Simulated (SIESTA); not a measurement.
Crystal: ZrB2.

```
Zr B
1.0
     3.17000    0.00000    0.00000
    -1.58500    2.74530    0.00000
     0.00000    0.00000    3.53300
Zr B
1 2
Direct
  0.00000 0.00000 0.00000
  0.66667 0.33333 0.50000
  0.33333 0.66667 0.50000
```

Base run:

* Program: SIESTA 5.4.2
* Functional: PBE
* Potentials or basis: PseudoDojo 0.4 standard (PBE files)
* Basis: DZP (energy shift 0.003 Ry; two zetas on semicore shells)
* Grid cutoff: 800 Ry
* Energy shift: 0.003 Ry
* k mesh: 10 × 10 × 8
* Occupations: fermi-dirac, width 0.05 eV
* Spin: no spin polarisation
* Hubbard terms: Zr d U = 6 eV

Its results: band gap on the k mesh none (metal or under the smearing width); pressure 14.5 GPa.

Problem. After a change of settings the same cell gave: band gap on the k mesh none (metal or under the smearing width); pressure 19.4 GPa. Which change was it?
A. hubbard terms from Zr d U = 6 eV to Zr d U = 4 eV
B. hubbard terms from Zr d U = 6 eV to none
C. hubbard terms from Zr d U = 6 eV to Zr d U = 8 eV
D. functional from PBE to vdW-DF-cx; hubbard terms from Zr d U = 6 eV to none

Solution. C.

Caveats: the basis of atomic orbitals isn't converged, which shifts pressures, moduli and gaps; U without spin polarisation on a metal has little footing; the U is typed as a test and isn't derived for this compound.
